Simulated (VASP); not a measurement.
# ZrC (Fm-3m) in VASP: a series of runs

The runs below take ZrC through single point, with PBE.

All numbers are computed with VASP 6.6.1; they aren't measurements. Logs are shortened: lines on timing, memory, paths and dates and some standing lists are left out, and cuts for length are marked.

### 1 The structure

Symmetry: Fm-3m, No. 225, cubic system. Conventional cell: a = 4.730 Å, b = 4.730 Å, c = 4.730 Å, α = 90.00°, β = 90.00°, γ = 90.00°. Zr (site symmetry m-3m) is surrounded by 6 C at 2.37 Å. Around C (site symmetry m-3m) lie 6 Zr at 2.37 Å.

### 2 Single point, PBE

INCAR

```
SYSTEM = ZrC
  PREC = Accurate
  ENCUT = 520
  EDIFF = 1E-7
  ISMEAR = 0
  SIGMA = 0.1
  LREAL = .False.
  LASPH = .True.
  NELM = 60
  ALGO = Normal
  ISIF = 2
  LWAVE = .False.
  LCHARG = .False.
  GGA = PE
  NBANDS = 15
```

KPOINTS

```
regular mesh
0
Gamma
  8 8 8
  0 0 0
```

POSCAR

```
ZrC
1.0
    0.0000000000      2.3650000000      2.3650000000
    2.3650000000      0.0000000000      2.3650000000
    2.3650000000      2.3650000000      0.0000000000
Zr C
1 1
Direct
    0.5000000000      0.5000000000      0.5000000000
    0.0000000000      0.0000000000      0.0000000000
```

Potentials or basis: VASP PAW PBE potentials, release 64 (Zr_sv, C).

The run is started by

```sh
cat potpaw_PBE.64/Zr_sv/POTCAR potpaw_PBE.64/C/POTCAR > POTCAR
mpirun -np 1 vasp_std > vasp.out
```

OUTCAR:

```text
SYSTEM = ZrC
   PREC = Accurate
   ENCUT = 520
   EDIFF = 1E-7
   ISMEAR = 0
   LREAL = .False.
   LASPH = .True.
   NELM = 60
   ISIF = 2
   GGA = PE

 ion  position               nearest neighbor table
   1  0.500  0.500  0.500-   2 2.37   2 2.37   2 2.37   2 2.37   2 2.37   2 2.37
   2  0.000  0.000  0.000-   1 2.37   1 2.37   1 2.37   1 2.37   1 2.37   1 2.37

  LATTYP: Found a face centered cubic cell.
 ALAT       =     4.7300000000

  Lattice vectors:

 A1 = (   0.0000000000,   2.3650000000,   2.3650000000)
 A2 = (   2.3650000000,   0.0000000000,   2.3650000000)
 A3 = (   2.3650000000,   2.3650000000,   0.0000000000)

Analysis of symmetry for initial positions (statically):
=====================================================================
 Subroutine PRICEL returns:
 Original cell was already a primitive cell.

 Routine SETGRP: Setting up the symmetry group for a
 face centered cubic supercell.

 Subroutine GETGRP returns: Found 48 space group operations
 (whereof 48 operations were pure point group operations)
 out of a pool of 48 trial point group operations.

The static configuration has the point symmetry O_h .

Analysis of symmetry for dynamics (positions and initial velocities):
=====================================================================
 Subroutine PRICEL returns:
 Original cell was already a primitive cell.

 Routine SETGRP: Setting up the symmetry group for a
 face centered cubic supercell.

 Subroutine GETGRP returns: Found 48 space group operations
 (whereof 48 operations were pure point group operations)
 out of a pool of 48 trial point group operations.

The dynamic configuration has the point symmetry O_h .

 Subroutine INISYM returns: Found 48 space group operations
 (whereof 48 operations are pure point group operations),
 and found     1 'primitive' translations

----------------------------------------------------------------------------------------

                                     Primitive cell

  volume of cell :      26.4560

  direct lattice vectors                    reciprocal lattice vectors
     0.000000000  2.365000000  2.365000000    -0.211416490  0.211416490  0.211416490
     2.365000000  0.000000000  2.365000000     0.211416490 -0.211416490  0.211416490
     2.365000000  2.365000000  0.000000000     0.211416490  0.211416490 -0.211416490

  length of vectors
     3.344615075  3.344615075  3.344615075     0.366184103  0.366184103  0.366184103

  position of ions in fractional coordinates (direct lattice)
     0.500000000  0.500000000  0.500000000
     0.000000000  0.000000000  0.000000000

  ion indices of the primitive-cell ions
   primitive index   ion index
                 1           1
                 2           2

----------------------------------------------------------------------------------------

 KPOINTS: regular mesh

Automatic generation of k-mesh.
 Grid dimensions read from file:
 generate k-points for:    8    8    8

 Generating k-lattice:

  Cartesian coordinates                     Fractional coordinates (reciprocal lattice)
    -0.026427061  0.026427061  0.026427061     0.125000000  0.000000000  0.000000000
     0.026427061 -0.026427061  0.026427061     0.000000000  0.125000000  0.000000000
     0.026427061  0.026427061 -0.026427061     0.000000000  0.000000000  0.125000000

  Length of vectors
     0.045773013  0.045773013  0.045773013

  Shift w.r.t. Gamma in fractional coordinates (k-lattice)
     0.000000000  0.000000000  0.000000000

 Subroutine IBZKPT returns following result:
 ===========================================

 Found     29 irreducible k-points:

 Following reciprocal coordinates:
            Coordinates               Weight
  0.000000  0.000000  0.000000      1.000000
  0.125000  0.000000  0.000000      8.000000
  0.250000  0.000000  0.000000      8.000000
  0.375000  0.000000  0.000000      8.000000
  0.500000  0.000000  0.000000      4.000000
  0.125000  0.125000  0.000000      6.000000
[... 16 lines left out ...]
  0.500000  0.250000  0.125000     48.000000
 -0.375000  0.250000  0.125000     24.000000
 [... further k-points ...]
   k-points           NKPTS =     29   k-points in BZ     NKDIM =     29   number of bands    NBANDS=     15
   number of dos      NEDOS =    301   number of ions     NIONS =      2
   total plane-waves  NPLWV =  21952
   dimension x,y,z NGX =    28 NGY =   28 NGZ =   28
   dimension x,y,z NGXF=    56 NGYF=   56 NGZF=   56
   ions per type =               1   1
   NGX,Y,Z   is equivalent  to a cutoff of  13.92, 13.92, 13.92 a.u.
   NGXF,Y,Z  is equivalent  to a cutoff of  27.84, 27.84, 27.84 a.u.
 SYSTEM =  ZrC
   PREC   = accura    normal or accurate (medium, high low for compatibility)
   ISTART =      0    job   : 0-new  1-cont  2-samecut
   ICHARG =      2    charge: 1-file 2-atom 10-const
   ISPIN  =      1    spin polarized calculation?
   LNONCOLLINEAR =      F non collinear calculations
   LSORBIT =      F    spin-orbit coupling
   LASPH  =      T    aspherical Exc in radial PAW
   ENCUT  =  520.0 eV  38.22 Ry    6.18 a.u.   6.22  6.22  6.22*2*pi/ulx,y,z
   NELM   =     60;   NELMIN=  2; NELMDL= -5     # of ELM steps
   EDIFF  = 0.1E-06   stopping-criterion for ELM
   LREAL  =      F    real-space projection
   EDIFFG = 0.1E-05   stopping-criterion for IOM
   NSW    =      0    number of steps for IOM
   IBRION =     -1    ionic relax: 0-MD 1-quasi-New 2-CG
   NFREE  =      0    steps in history (QN), initial steepest desc. (CG)
   ISIF   =      2    stress and relaxation
   ISYM   =      2    0-nonsym 1-usesym 2-fastsym
   POTIM  = 0.5000    time-step for ionic-motion
   TEBEG  =    0.0;   TEEND  =   0.0 temperature during run
   PSTRESS=    0.0 pullay stress
   NELECT =      16.0000    total number of electrons
   NUPDOWN=      -1.0000    fix difference up-down
   EMIN   =  10.00;   EMAX   =-10.00  energy-range for DOS
   EFERMI =   0.00;   METHOD = LEGACY
   ISMEAR =     0;   SIGMA  =   0.10  broadening in eV -4-tet -1-fermi 0-gaus
   EFERMI_NEDOS =   21; number of points for ismear=-14 and -15
   IALGO  =     38    algorithm
   IMIX   =      4    mixing-type and parameters
     AMIX     =   0.40;   BMIX     =  1.00
     AMIX_MAG =   1.60;   BMIX_MAG =  1.00
  volume/ion in A,a.u.               =      13.23        89.27
  Fermi-wavevector in a.u.,A,eV,Ry     =   1.384439  2.616209 26.077880  1.916670
  Thomas-Fermi vector in A             =   2.508943
   LORBIT       =      0    0 simple, 1 ext, 2 COOP (PROOUT), +10 PAW based schemes
   GGA     = PE    functional components
   LHFCALC =     F    Hartree Fock is set to
   AEXX    =    0.0000 exact exchange contribution
   IVDW    =     0    specifies the selected vdW correction
   LEPSILON=     F    determine dielectric tensor
   LRPA    =     F    only Hartree local field effects (RPA)
 non-spin polarized calculation
 Gauss-broadening in eV      SIGMA  =   0.10
  energy-cutoff  :      520.00
  volume of cell :       26.46
 maximum number of plane-waves:       725
 NGX is ok and might be reduce to    28
   NGX = 13   NGY = 13   NGZ = 13

 number of electron      16.0000000 magnetization

 Free energy of the ion-electron system (eV)
  ---------------------------------------------------
  ext. energy  EPLUGINS =         0.00000000
  ---------------------------------------------------
  free energy    TOTEN  =       -19.45752808 eV

  energy without entropy =      -19.45554897  energy(sigma->0) =      -19.45653852

 E-fermi :   9.3501     XC(G=0): -12.0403

 val. band max:        9.3496005908   @ k =   0.1250   0.1250   0.0000
 cond. band min:       9.4398561832   @ k =   0.5000   0.5000   0.0000
 fundamental gap:      0.0902555923
 Fermi energy:         9.3500638904

 k-point     1 :       0.0000    0.0000    0.0000
  band No.  band energies     occupation
      1     -38.7810      2.00000
      2     -16.5032      2.00000
      3     -16.5032      2.00000
      4     -16.5032      2.00000
      5      -1.8405      2.00000
      6      10.3297      0.00000
      7      10.3297      0.00000
      8      10.3297      0.00000
      9      10.4845      0.00000
     10      10.4845      0.00000
     11      10.4845      0.00000
     12      12.1553      0.00000
     13      12.1553      0.00000
     14      16.4938      0.00000
     15      19.8262      0.00000

 k-point     2 :       0.1250    0.0000    0.0000
  band No.  band energies     occupation
      1     -38.7675      2.00000
      2     -16.6275      2.00000
      3     -16.5143      2.00000
      4     -16.5143      2.00000
      5      -1.5037      2.00000
      6       8.6556      2.00000
      7       9.0281      1.99999
      8       9.0281      1.99999
      9      10.9751      0.00000
     10      10.9751      0.00000
     11      11.4279      0.00000
     12      13.6764      0.00000
     13      13.6764      0.00000
     14      17.1983      0.00000
     15      20.7195      0.00000

 k-point     3 :       0.2500    0.0000    0.0000
  band No.  band energies     occupation
      1     -38.7348      2.00000
      2     -16.9157      2.00000
      3     -16.5408      2.00000
      4     -16.5408      2.00000
      5      -0.6181      2.00000
      6       6.6930      2.00000
      7       7.6793      2.00000
      8       7.6793      2.00000
      9      11.9191      0.00000
     10      11.9191      0.00000
     11      12.1400      0.00000
     12      16.0411      0.00000
     13      16.0411      0.00000
     14      18.2696      0.00000
     15      22.3520      0.00000

 k-point     4 :       0.3750    0.0000    0.0000
  band No.  band energies     occupation
      1     -38.7017      2.00000
      2     -17.1894      2.00000
      3     -16.5670      2.00000
      4     -16.5670      2.00000
      5       0.4911      2.00000
      6       5.0011      2.00000
      7       6.8211      2.00000
      8       6.8211      2.00000
      9      13.1367      0.00000
     10      13.1367      0.00000
     11      13.2756      0.00000
     12      17.4820      0.00000
     13      18.2294      0.00000
     14      18.2294      0.00000
     15      23.4448      0.00000
[... 307 lines left out ...]
 k-point    22 :       0.3750    0.2500    0.1250
  band No.  band energies     occupation
      1     -38.7103      2.00000
      2     -16.9697      2.00000
      3     -16.6880      2.00000
      4     -16.5836      2.00000
      5      -0.2663      2.00000
      6       5.9288      2.00000
      7       7.6952      2.00000
      8       7.7365      2.00000
      9      10.7460      0.00000
     10      13.5509      0.00000
     11      13.7079      0.00000
     12      14.6063      0.00000
     13      17.1272      0.00000
     14      19.8871      0.00000
     15      23.2346      0.00000

 k-point    23 :       0.5000    0.2500    0.1250
  band No.  band energies     occupation
      1     -38.6837      2.00000
      2     -17.1143      2.00000
      3     -16.7633      2.00000
      4     -16.6230      2.00000
      5       0.2814      2.00000
      6       5.4232      2.00000
      7       6.9971      2.00000
      8       7.3021      2.00000
      9      11.6599      0.00000
     10      13.9183      0.00000
     11      14.3564      0.00000
     12      15.9060      0.00000
     13      17.9845      0.00000
     14      19.9121      0.00000
     15      22.8586      0.00000

 k-point    24 :      -0.3750    0.2500    0.1250
  band No.  band energies     occupation
      1     -38.6727      2.00000
      2     -17.1768      2.00000
      3     -16.7831      2.00000
      4     -16.6468      2.00000
      5       0.5165      2.00000
      6       5.1930      2.00000
      7       6.9038      2.00000
      8       7.0416      2.00000
      9      12.7182      0.00000
     10      13.1330      0.00000
     11      14.5434      0.00000
     12      17.2323      0.00000
     13      17.9811      0.00000
     14      19.4960      0.00000
     15      22.8321      0.00000

 [... further k-points ...]

------------------------ aborting loop because EDIFF is reached ----------------------------------------

  FORCE on cell =-STRESS in cart. coord.  units (eV):
  Direction    XX          YY          ZZ          XY          YZ          ZX
  --------------------------------------------------------------------------------------
  -------------------------------------------------------------------------------------
  Total       -0.4459569     -0.4459569     -0.4459569      0.0000000      0.0000000     -0.0000000
  in kB      -27.0072288    -27.0072288    -27.0072288      0.0000000      0.0000000     -0.0000000
  external PRESSURE =     -27.0072288 kB  Pullay stress =       0.0000000 kB

 VOLUME and BASIS-vectors are now :
 -----------------------------------------------------------------------------
  energy-cutoff  :      520.00
  volume of cell :       26.46
      direct lattice vectors                 reciprocal lattice vectors
     0.000000000  2.365000000  2.365000000    -0.211416490  0.211416490  0.211416490
     2.365000000  0.000000000  2.365000000     0.211416490 -0.211416490  0.211416490
     2.365000000  2.365000000  0.000000000     0.211416490  0.211416490 -0.211416490

 POSITION                                       TOTAL-FORCE (eV/Angst)
 -----------------------------------------------------------------------------------
      2.36500      2.36500      2.36500         0.000000     -0.000000      0.000000
      0.00000      0.00000      0.00000        -0.000000      0.000000     -0.000000
 -----------------------------------------------------------------------------------
    total drift:                                0.000000      0.000000      0.000000

  FREE ENERGIE OF THE ION-ELECTRON SYSTEM (eV)
  ---------------------------------------------------
  free  energy   TOTEN  =       -19.4575280788 eV

  energy  without entropy=      -19.4555489681  energy(sigma->0) =      -19.45653852
```

It took 21 s on 1 thread of AMD EPYC 7R13 (Zen 3), shared host; peak memory 0.13 GiB.

Results:

```yaml
Free_energy: -19.4575 eV
Pressure: -2.7 GPa
Band_gap_on_the_k_mesh: none (metal or under the smearing width)
```

### 3 Single point, PBE

INCAR is that of step 2.

KPOINTS

```
regular mesh
0
Gamma
  10 10 10
  0 0 0
```

POSCAR is that of step 2.

Potentials or basis: VASP PAW PBE potentials, release 64 (Zr_sv, C).

The run is started by

```sh
cat potpaw_PBE.64/Zr_sv/POTCAR potpaw_PBE.64/C/POTCAR > POTCAR
mpirun -np 1 vasp_std > vasp.out
```

It took 30 s on 1 thread of AMD EPYC 7R13 (Zen 3), shared host; peak memory 0.13 GiB.

Results (log left out):

| Property | Result |
| --- | --- |
| Free energy | -19.4578 eV |
| Pressure | -2.7 GPa |
| Band gap on the k mesh | none (metal or under the smearing width) |

Levels at points of the mesh, in eV from the Fermi level:
| k point | band 4 | band 5 | band 6 | band 7 | band 8 | band 9 | band 10 | band 11 | band 12 | band 13 |
| --- | --- | --- | --- | --- | --- | --- | --- | --- | --- | --- |
| (0.00, 0.00, 0.00) | -25.91 | -11.25 | 0.92 | 0.92 | 0.92 | 1.08 | 1.08 | 1.08 | 2.75 | 2.75 |
| (0.50, 0.00, 0.00) | -25.98 | -8.27 | -5.23 | -2.88 | -2.88 | 4.39 | 4.39 | 5.20 | 6.44 | 9.90 |
| (0.50, 0.50, 0.00) | -26.18 | -10.08 | -2.10 | -1.71 | 0.03 | 0.03 | 4.34 | 5.52 | 5.52 | 7.75 |

### 4 Single point, PBE

INCAR is that of step 3.

KPOINTS

```
regular mesh
0
Gamma
  12 12 12
  0 0 0
```

POSCAR is that of step 3.

The run is started by

```sh
cat potpaw_PBE.64/Zr_sv/POTCAR potpaw_PBE.64/C/POTCAR > POTCAR
mpirun -np 1 vasp_std > vasp.out
```

It took 40 s on 1 thread of AMD EPYC 7R13 (Zen 3), shared host; peak memory 0.14 GiB.

Results (log left out):

- Free energy: -19.4593 eV
- Pressure: -2.6 GPa
- Band gap on the k mesh: none (metal or under the smearing width)

Levels at points of the mesh, in eV from the Fermi level:
```tsv
k point	band 6	band 7	band 8	band 9	band 10	band 11
(0.00, 0.00, 0.00)	0.88	0.88	0.88	1.03	1.03	1.03
(0.50, 0.00, 0.00)	-5.28	-2.93	-2.93	4.34	4.34	5.16
(0.50, 0.50, 0.00)	-2.14	-1.76	-0.01	-0.01	4.29	5.47
```

### 5 The runs side by side

```csv
k mesh,gap on the mesh (eV),pressure (GPa)
8 × 8 × 8,none,-2.7
10 × 10 × 10,none,-2.7
12 × 12 × 12,none,-2.6
```

Alike in all rows: task single point; level PBE; potentials or basis VASP PAW PBE potentials, release 64 (Zr_sv, C); no spin polarisation; cell as given; cutoff (eV) 520; smearing gaussian 0.1 eV.

Every run on the cell as given and a fine mesh finds a metal.

Absolute energies hang on the potentials; compare differences alone.
